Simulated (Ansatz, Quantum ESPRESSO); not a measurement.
# 1T-GeCl2, 1 layer: response to a perpendicular field, part 4 of 6

How does 1T-GeCl2, 1 layer respond to a gate-like field without added charge?

Quantum ESPRESSO 7.5; plane-wave DFT, PBE, GBRV ultrasoft pseudopotentials; geometry and cross-check by Ansatz 0.2.0 with PAW datasets.

So far. Step 6 (Self-consistent run: field 0.1 V/Å): The dipole goes from -0.0000 to 0.0311 e Å, 0.3108 e Å per V/Å. Step 7 (Potential by pp.x): The slope in the vacuum is 0.100 eV/Å for an applied 0.10 V/Å, as it should be.

### Step 8. Self-consistent run: field 0.2 V/Å

Input file f2.in:

```
&control
  prefix = 'f2'
  outdir = './out'
  pseudo_dir = './pseudo'
  calculation = 'scf'
  tprnfor = .true.
  tefield = .true.
  dipfield = .true.
/
&system
  ibrav = 0
  nat = 3
  ntyp = 2
  ecutwfc = 40
  ecutrho = 200
  occupations = 'smearing'
  smearing = 'fd'
  degauss = 0.004
  edir = 3
  emaxpos = 0.97
  eopreg = 0.04
  eamp = 0.00388938
/
&electrons
  conv_thr = 1e-09
  mixing_beta = 0.4
  electron_maxstep = 120
  mixing_mode = 'plain'
  startingpot = 'file'
/
ATOMIC_SPECIES
  Cl  35.4500  cl_pbe_v1.4.uspp.F.UPF
  Ge  72.6300  ge_pbe_v1.4.uspp.F.UPF
CELL_PARAMETERS angstrom
  3.93856040963331 0.00000000000000 0.00000000000000
  -1.96928020481666 3.41089336908209 -0.00000000000000
  0.00000000000000 -0.00000000000000 19.58830051540000
ATOMIC_POSITIONS crystal
  Cl  0.666666666667 0.333333333333 0.424919235791
  Ge  0.000000000000 0.000000000000 0.500000020751
  Cl  0.333333333333 0.666666666667 0.575080743459
K_POINTS automatic
  12 12 1 0 0 0
```

Started as:

```console
> cp -r out/f0.save out/f2.save
> OMP_NUM_THREADS=1 mpirun -n 4 pw.x -nk 4 -in f2.in > f2.out
```

Log:

```text
[banner, memory and clock lines left out]
Program PWSCF v.7.5 starts
[...]
number of electrons       =        28.00
     number of Kohn-Sham states=           18
     kinetic-energy cutoff     =      40.0000  Ry
     charge density cutoff     =     200.0000  Ry
[...]
number of k points=    74  Fermi-Dirac smearing, width (Ry)=  0.0040
[...]
Dense  grid:    84743 G-vectors     FFT dimensions: (  36,  36, 180)
[...]
The initial density is read from file :
[...]
negative rho (up, down):  2.736E-02 0.000E+00
[...]
Starting wfcs are   17 randomized atomic wfcs +    1 random wfcs
[...]
negative rho (up, down):  2.740E-02 0.000E+00
[...]
estimated scf accuracy    <       0.01400062 Ry
[...]
negative rho (up, down):  2.741E-02 0.000E+00
[...]
estimated scf accuracy    <       0.03840974 Ry
[...]
negative rho (up, down):  2.742E-02 0.000E+00
[...]
estimated scf accuracy    <       0.00003444 Ry
[...]
negative rho (up, down):  2.740E-02 0.000E+00
[...]
estimated scf accuracy    <       0.00000433 Ry
[...]
negative rho (up, down):  2.738E-02 0.000E+00
[...]
estimated scf accuracy    <       0.00000033 Ry
[...]
negative rho (up, down):  2.737E-02 0.000E+00
[...]
estimated scf accuracy    <       0.00000005 Ry
[...]
negative rho (up, down):  2.736E-02 0.000E+00
[...]
estimated scf accuracy    <          7.4E-09 Ry
[...]
negative rho (up, down):  2.736E-02 0.000E+00
[...]
estimated scf accuracy    <          1.3E-09 Ry
[...]
negative rho (up, down):  2.736E-02 0.000E+00
[...]
Computed dipole along edir(3) :
        Dipole                0.1175 Ry au,          0.2987 Debye
        Dipole field          0.0008 Ry au,
        E field amplitude [Ha a.u.]:  3.8894E-03
        Potential amp.        0.2173 Ry
        Total length         35.5359 bohr
[...]
the Fermi energy is    -2.4933 ev
!    total energy              =    -280.40297321 Ry
     estimated scf accuracy    <          1.9E-10 Ry
     smearing contrib. (-TS)   =      -0.00000000 Ry
     internal energy E=F+TS    =    -280.40297321 Ry
[...]
one-electron contribution =    -956.50322362 Ry
     hartree contribution      =     488.07652750 Ry
     xc contribution           =     -76.98933482 Ry
     ewald contribution        =     265.01387411 Ry
     electric field correction =      -0.00081639 Ry
     convergence has been achieved in   9 iterations
     negative rho (up, down):  2.736E-02 0.000E+00
[...]
Total force =     0.004423     Total SCF correction =     0.000052
[...]
```

Elapsed: 50 s, on 4 MPI ranks of Arm Neoverse V1, shared host; peak memory 0.71 GiB.

Numbers from this step:

| Property | Result |
| --- | --- |
| free energy | -3815.0768 eV |
| Fermi energy | -2.493 eV |
| dipole along the normal | 0.06219 e·Å |
| valence top, on the run's zero | -4.052 eV |
| conduction bottom, on the run's zero | -1.433 eV |

The dipole goes from -0.0000 to 0.0622 e Å, 0.3109 e Å per V/Å.

### Step 9. Potential by pp.x

Input file f2.pot.in:

```
&inputpp
  prefix = 'f2'
  outdir = './out'
  filplot = 'f2.pot.dat'
  plot_num = 11
/
```

Started as:

```console
> OMP_NUM_THREADS=1 mpirun -n 4 pp.x -in f2.pot.in > f2.pot.out
```

Run time: 1.1 s. Hardware: 4 MPI ranks; peak memory 0.12 GiB.

This step gave:

```
slope of the potential above                                          : 0.2000 eV/Å
upper vacuum line continued to the top atoms, over the valence top    : 6.913 eV
slope of the potential below                                          : 0.2000 eV/Å
lower vacuum line continued to the bottom atoms, over the valence top : 7.162 eV
```

The slope in the vacuum is 0.200 eV/Å for an applied 0.20 V/Å, as it should be.

### Step 10. Bands along a path: field 0.2 V/Å

Input file f2.bands.in:

```
&control
  prefix = 'f2.bands'
  outdir = './out'
  pseudo_dir = './pseudo'
  calculation = 'bands'
  tefield = .true.
  dipfield = .true.
/
&system
  ibrav = 0
  nat = 3
  ntyp = 2
  ecutwfc = 40
  ecutrho = 200
  occupations = 'smearing'
  smearing = 'fd'
  degauss = 0.004
  edir = 3
  emaxpos = 0.97
  eopreg = 0.04
  eamp = 0.00388938
  nbnd = 20
/
&electrons
  conv_thr = 1e-07
  mixing_beta = 0.4
  electron_maxstep = 120
  mixing_mode = 'local-TF'
/
ATOMIC_SPECIES
  Cl  35.4500  cl_pbe_v1.4.uspp.F.UPF
  Ge  72.6300  ge_pbe_v1.4.uspp.F.UPF
CELL_PARAMETERS angstrom
  3.93856040963331 0.00000000000000 0.00000000000000
  -1.96928020481666 3.41089336908209 -0.00000000000000
  0.00000000000000 -0.00000000000000 19.58830051540000
ATOMIC_POSITIONS crystal
  Cl  0.666666666667 0.333333333333 0.424919235791
  Ge  0.000000000000 0.000000000000 0.500000020751
  Cl  0.333333333333 0.666666666667 0.575080743459
K_POINTS crystal_b
4
  0.0000000000 0.0000000000 0.0000000000 14
  0.5000000000 0.0000000000 0.0000000000 14
  0.3333333333 0.3333333333 0.0000000000 14
  0.0000000000 0.0000000000 0.0000000000 1
```

Started as:

```console
> cp -r out/f2.save out/f2.bands.save
> cp out/f2.xml out/f2.bands.xml
> OMP_NUM_THREADS=1 mpirun -n 4 pw.x -nk 4 -in f2.bands.in > f2.bands.out
```

Log:

```text
[banner, memory and clock lines left out]
Program PWSCF v.7.5 starts
[citation notice left out]

[...]
bravais-lattice index     =            0
     lattice parameter (alat)  =       7.4428  a.u.
     unit-cell volume          =    1775.8203 (a.u.)^3
     number of atoms/cell      =            3
     number of atomic types    =            2
     number of electrons       =        28.00
     number of Kohn-Sham states=           20
     kinetic-energy cutoff     =      40.0000  Ry
     charge density cutoff     =     200.0000  Ry
     Exchange-correlation=  SLA  PW   PBX  PBC
                           (   1   4   3   4   0   0   0)

[...]
PseudoPot. # 1 for Cl read from file:
     ./pseudo/cl_pbe_v1.4.uspp.F.UPF
     Pseudo is Ultrasoft + core correction, Zval =  7.0
     Generated by new atomic code, or converted to UPF format
     Using radial grid of  909 points,  6 beta functions with:
                l(1) =   0
                l(2) =   0
                l(3) =   1
                l(4) =   1
                l(5) =   2
                l(6) =   2
     Q(r) pseudized with  8 coefficients,  rinner =    1.300   1.300   1.300
                                                       1.300   1.300

     PseudoPot. # 2 for Ge read from file:
     ./pseudo/ge_pbe_v1.4.uspp.F.UPF
     Pseudo is Ultrasoft + core correction, Zval = 14.0
     Generated by new atomic code, or converted to UPF format
     Using radial grid of  873 points,  6 beta functions with:
                l(1) =   0
                l(2) =   0
                l(3) =   1
                l(4) =   1
                l(5) =   2
                l(6) =   2
     Q(r) pseudized with  8 coefficients,  rinner =    1.400   1.400   1.400
                                                       1.400   1.400

     atomic species   valence    mass     pseudopotential
     Cl                7.00    35.45000     Cl( 1.00)
     Ge               14.00    72.63000     Ge( 1.00)

     No symmetry found

[...]
number of k points=    43  Fermi-Dirac smearing, width (Ry)=  0.0040
[...]
Dense  grid:    84743 G-vectors     FFT dimensions: (  36,  36, 180)

     Smooth grid:    60479 G-vectors     FFT dimensions: (  30,  30, 150)

     The potential is recalculated from file :
     ./out/f2.bands.save/charge-density

     negative rho (up, down):  2.736E-02 0.000E+00

     Adding external electric field

     Computed dipole along edir(3) :
        Dipole                0.1175 Ry au,          0.2987 Debye
        Dipole field          0.0008 Ry au,

        E field amplitude [Ha a.u.]:  3.8894E-03
        Potential amp.        0.2173 Ry
        Total length         35.5359 bohr

     Starting wfcs are   17 randomized atomic wfcs +    3 random wfcs

     Band Structure Calculation
     Davidson diagonalization with overlap

     ethr =  3.57E-10,  avg # of iterations = 47.5

     End of band structure calculation

          k = 0.0000 0.0000 0.0000 (  7617 PWs)   bands (ev):

   -27.9213 -27.9182 -27.9182 -27.9153 -27.9153 -18.5762 -17.9402 -10.3523
    -5.8402  -5.8402  -5.7305  -5.7305  -5.7000  -4.6932  -1.4327  -0.0148
    -0.0148   1.8984   2.7588   3.0085

          k = 0.0357 0.0206 0.0000 (  7601 PWs)   bands (ev):

   -27.9213 -27.9182 -27.9182 -27.9153 -27.9153 -18.5704 -17.9377 -10.3585
    -5.9189  -5.8789  -5.7420  -5.7053  -5.6950  -4.6505  -1.3909  -0.0296
    -0.0009   1.9164   2.7771   3.0269

[...]
```

Run time: 23 s. Hardware: 4 MPI ranks; peak memory 0.34 GiB; 93 s of CPU time.

Band numbers count within the set of bands kept for display. Electronic bands along the path, in eV, zero at the highest filled level of the SCF mesh; v1 is the highest filled band, c1 the lowest empty one:

```
  point     v4     v3     v2     v1    c1    c2    c3    c4
      Γ  -1.68  -1.68  -1.65  -0.64  2.62  4.04  4.04  5.95
halfway  -2.31  -1.62  -1.58  -0.18  3.43  4.43  4.51  6.73
      M  -2.48  -1.66  -1.65  -0.53  3.65  4.83  5.14  7.20
halfway  -2.68  -1.78  -1.62  -0.20  4.15  4.71  5.09  7.72
      K  -3.05  -1.72  -1.69   0.00  4.65  4.66  5.01  8.69
halfway  -2.12  -1.85  -1.54  -0.09  3.87  4.16  4.71  6.99
      Γ  -1.68  -1.68  -1.65  -0.64  2.62  4.04  4.04  5.95
```

Upper empty bands that drop with the field can be states of the vacuum, held by the sawtooth; they depend on the cell's width.

Along this path the valence top lies at K and the conduction bottom at Γ.

### Step 11. SCF with pw.x: field -0.2 V/Å

f3.in, as its differences from the input of step 8:

```diff
@@ -1,3 +1,3 @@
 &control
-  prefix = 'f2'
+  prefix = 'f3'
   outdir = './out'
@@ -21,3 +21,3 @@
   eopreg = 0.04
-  eamp = 0.00388938
+  eamp = -0.00388938
 /
```

Started as:

```console
> cp -r out/f0.save out/f3.save
> OMP_NUM_THREADS=1 mpirun -n 4 pw.x -nk 4 -in f3.in > f3.out
```

Log:

```text
[banner, memory and clock lines left out]
Program PWSCF v.7.5 starts
[...]
number of electrons       =        28.00
     number of Kohn-Sham states=           18
     kinetic-energy cutoff     =      40.0000  Ry
     charge density cutoff     =     200.0000  Ry
[...]
number of k points=    74  Fermi-Dirac smearing, width (Ry)=  0.0040
[...]
Dense  grid:    84743 G-vectors     FFT dimensions: (  36,  36, 180)
[...]
The initial density is read from file :
[...]
negative rho (up, down):  2.736E-02 0.000E+00
[...]
Starting wfcs are   17 randomized atomic wfcs +    1 random wfcs
[...]
negative rho (up, down):  2.740E-02 0.000E+00
[...]
estimated scf accuracy    <       0.01399970 Ry
[...]
negative rho (up, down):  2.741E-02 0.000E+00
[...]
estimated scf accuracy    <       0.03843482 Ry
[...]
negative rho (up, down):  2.742E-02 0.000E+00
[...]
estimated scf accuracy    <       0.00003407 Ry
[...]
negative rho (up, down):  2.740E-02 0.000E+00
[...]
estimated scf accuracy    <       0.00000428 Ry
[...]
negative rho (up, down):  2.738E-02 0.000E+00
[...]
estimated scf accuracy    <       0.00000033 Ry
[...]
negative rho (up, down):  2.737E-02 0.000E+00
[...]
estimated scf accuracy    <       0.00000005 Ry
[...]
negative rho (up, down):  2.736E-02 0.000E+00
[...]
estimated scf accuracy    <          7.4E-09 Ry
[...]
negative rho (up, down):  2.736E-02 0.000E+00
[...]
estimated scf accuracy    <          1.3E-09 Ry
[...]
negative rho (up, down):  2.736E-02 0.000E+00
[...]
Computed dipole along edir(3) :
        Dipole               -0.1175 Ry au,         -0.2987 Debye
        Dipole field         -0.0008 Ry au,
        E field amplitude [Ha a.u.]: -3.8894E-03
        Potential amp.       -0.2173 Ry
        Total length         35.5359 bohr
[...]
the Fermi energy is    -2.7663 ev
!    total energy              =    -280.40297320 Ry
     estimated scf accuracy    <          1.8E-10 Ry
     smearing contrib. (-TS)   =      -0.00000000 Ry
     internal energy E=F+TS    =    -280.40297320 Ry
[...]
one-electron contribution =    -956.50322294 Ry
     hartree contribution      =     488.07652680 Ry
     xc contribution           =     -76.98933478 Ry
     ewald contribution        =     265.01387411 Ry
     electric field correction =      -0.00081638 Ry
     convergence has been achieved in   9 iterations
     negative rho (up, down):  2.736E-02 0.000E+00
[...]
Total force =     0.004424     Total SCF correction =     0.000052
[...]
```

The job ended after 50 s (4 MPI ranks; peak memory 0.66 GiB).

Read from the output:

- Fermi energy: -2.766 eV
- dipole along the normal: -0.06219 e·Å
- valence top, on the run's zero: -4.113 eV
- conduction bottom, on the run's zero: -1.494 eV

The dipole goes from -0.0000 to -0.0622 e Å, 0.3109 e Å per V/Å.

### Step 12. Electrostatic potential

Input file f3.pot.in:

```
&inputpp
  prefix = 'f3'
  outdir = './out'
  filplot = 'f3.pot.dat'
  plot_num = 11
/
```

Started as:

```console
> OMP_NUM_THREADS=1 mpirun -n 4 pp.x -in f3.pot.in > f3.pot.out
```

Wall time 1.1 s (4 MPI ranks); peak memory 0.12 GiB.

Numbers from this step:

| Quantity | Value |
| --- | --- |
| slope of the potential above | -0.2000 eV/Å |
| upper vacuum line continued to the top atoms, over the valence top | 7.162 eV |
| slope of the potential below | -0.2000 eV/Å |
| lower vacuum line continued to the bottom atoms, over the valence top | 6.913 eV |

The slope in the vacuum is -0.200 eV/Å for an applied -0.20 V/Å, as it should be.

Each curve counts from the valence top of its own run.

The potential energy (potential at 0 V/Å) oscillates, so the rows of the table below give means over windows of 1 Å about each position, cut where the curve ends. Its maxima inside the range that stand out by 2 % of the span (Å: eV): 9.0: -1.13, 10.6: -1.13. Its minima: 8.4: -7.49, 9.8: -4.48, 11.2: -7.49.

The runs together. Table of potential energy by z; means over each step:

```
z (Å)  potential at 0 V/Å (eV)  potential at 0.1 V/Å (eV)  potential at 0.2 V/Å (eV)  potential at -0.2 V/Å (eV)
    0                     7.04                       6.37                       5.71                        8.37
    1                     7.04                       6.37                       5.70                        8.38
    2                     7.04                       6.47                       5.90                        8.18
    3                     7.04                       6.57                       6.10                        7.98
    4                     7.04                       6.67                       6.30                        7.78
    5                     7.03                       6.77                       6.50                        7.58
    6                     7.01                       6.84                       6.67                        7.36
    7                     6.41                       6.33                       6.25                        6.57
    8                    -2.29                      -2.32                      -2.35                       -2.24
    9                    -2.90                      -2.91                      -2.91                       -2.88
   10                    -3.59                      -3.59                      -3.59                       -3.60
   11                    -4.57                      -4.55                      -4.54                       -4.59
   12                     2.87                       2.91                       2.95                        2.78
   13                     6.88                       6.99                       7.11                        6.65
   14                     7.03                       7.24                       7.45                        6.61
   15                     7.04                       7.35                       7.66                        6.41
   16                     7.04                       7.45                       7.86                        6.21
   17                     7.04                       7.55                       8.06                        6.01
   18                     7.04                       7.65                       8.26                        5.82
   19                     7.04                       7.51                       7.99                        6.08
```

### Step 13. Band structure: field -0.2 V/Å

f3.bands.in, as its differences from the input of step 10:

```diff
@@ -1,3 +1,3 @@
 &control
-  prefix = 'f2.bands'
+  prefix = 'f3.bands'
   outdir = './out'
@@ -20,3 +20,3 @@
   eopreg = 0.04
-  eamp = 0.00388938
+  eamp = -0.00388938
   nbnd = 20
```

Started as:

```console
> cp -r out/f3.save out/f3.bands.save
> cp out/f3.xml out/f3.bands.xml
> OMP_NUM_THREADS=1 mpirun -n 4 pw.x -nk 4 -in f3.bands.in > f3.bands.out
```

Log:

```text
[banner, memory and clock lines left out]
Program PWSCF v.7.5 starts
[citation notice left out]

[...]
bravais-lattice index     =            0
     lattice parameter (alat)  =       7.4428  a.u.
     unit-cell volume          =    1775.8203 (a.u.)^3
     number of atoms/cell      =            3
     number of atomic types    =            2
     number of electrons       =        28.00
     number of Kohn-Sham states=           20
     kinetic-energy cutoff     =      40.0000  Ry
     charge density cutoff     =     200.0000  Ry
     Exchange-correlation=  SLA  PW   PBX  PBC
                           (   1   4   3   4   0   0   0)

[...]
PseudoPot. # 1 for Cl read from file:
     ./pseudo/cl_pbe_v1.4.uspp.F.UPF
     Pseudo is Ultrasoft + core correction, Zval =  7.0
     Generated by new atomic code, or converted to UPF format
     Using radial grid of  909 points,  6 beta functions with:
                l(1) =   0
                l(2) =   0
                l(3) =   1
                l(4) =   1
                l(5) =   2
                l(6) =   2
     Q(r) pseudized with  8 coefficients,  rinner =    1.300   1.300   1.300
                                                       1.300   1.300

     PseudoPot. # 2 for Ge read from file:
     ./pseudo/ge_pbe_v1.4.uspp.F.UPF
     Pseudo is Ultrasoft + core correction, Zval = 14.0
     Generated by new atomic code, or converted to UPF format
     Using radial grid of  873 points,  6 beta functions with:
                l(1) =   0
                l(2) =   0
                l(3) =   1
                l(4) =   1
                l(5) =   2
                l(6) =   2
     Q(r) pseudized with  8 coefficients,  rinner =    1.400   1.400   1.400
                                                       1.400   1.400

     atomic species   valence    mass     pseudopotential
     Cl                7.00    35.45000     Cl( 1.00)
     Ge               14.00    72.63000     Ge( 1.00)

     No symmetry found

[...]
number of k points=    43  Fermi-Dirac smearing, width (Ry)=  0.0040
[...]
Dense  grid:    84743 G-vectors     FFT dimensions: (  36,  36, 180)

     Smooth grid:    60479 G-vectors     FFT dimensions: (  30,  30, 150)

     The potential is recalculated from file :
     ./out/f3.bands.save/charge-density

     negative rho (up, down):  2.736E-02 0.000E+00

     Adding external electric field

     Computed dipole along edir(3) :
        Dipole               -0.1175 Ry au,         -0.2987 Debye
        Dipole field         -0.0008 Ry au,

        E field amplitude [Ha a.u.]: -3.8894E-03
        Potential amp.       -0.2173 Ry
        Total length         35.5359 bohr

     Starting wfcs are   17 randomized atomic wfcs +    3 random wfcs

     Band Structure Calculation
     Davidson diagonalization with overlap

     ethr =  3.57E-10,  avg # of iterations = 47.4

     End of band structure calculation

          k = 0.0000 0.0000 0.0000 (  7617 PWs)   bands (ev):

   -27.9829 -27.9798 -27.9798 -27.9769 -27.9769 -18.6378 -18.0018 -10.4139
    -5.9018  -5.9018  -5.7921  -5.7921  -5.7616  -4.7548  -1.4943  -0.0764
    -0.0764   1.8739   2.8341   2.9503

          k = 0.0357 0.0206 0.0000 (  7601 PWs)   bands (ev):

   -27.9829 -27.9798 -27.9798 -27.9769 -27.9769 -18.6320 -17.9993 -10.4201
    -5.9805  -5.9405  -5.8036  -5.7669  -5.7566  -4.7121  -1.4525  -0.0912
    -0.0625   1.8921   2.8535   2.9673

[...]
```

It took 24 s on 4 MPI ranks; peak memory 0.34 GiB.

Band numbers count within the set of bands kept for display. Electronic bands along the path, in eV, zero at the highest filled level of the SCF mesh; v1 is the highest filled band, c1 the lowest empty one:

```
  point     v4     v3     v2     v1    c1    c2    c3    c4
      Γ  -1.68  -1.68  -1.65  -0.64  2.62  4.04  4.04  5.99
halfway  -2.31  -1.62  -1.58  -0.18  3.43  4.43  4.51  6.76
      M  -2.48  -1.66  -1.65  -0.53  3.65  4.83  5.14  7.20
halfway  -2.68  -1.78  -1.62  -0.20  4.15  4.71  5.09  7.72
      K  -3.05  -1.72  -1.69   0.00  4.65  4.66  5.01  8.69
halfway  -2.12  -1.85  -1.54  -0.09  3.87  4.16  4.71  7.02
      Γ  -1.68  -1.68  -1.65  -0.64  2.62  4.04  4.04  5.99
```

Upper empty bands that drop with the field can be states of the vacuum, held by the sawtooth; they depend on the cell's width.

Along this path the valence top lies at K and the conduction bottom at Γ.

[end of part 4 of 6]

[Logs are printed without paths, hosts, clocks, repeated set-up lines and the standing remarks that a program may print on its own settings, such as how far it seeks lower states.]

[Hosts, paths, dates, database ids (printed as entryN), source tags and the programs' standing remarks are cut or masked in the printed files.]

[Maps of the electrostatic potential energy from Ansatz leave out the sawtooth potential of an applied field or a dipole correction, so their vacuum need not be flat; planar profiles and work functions include it.]
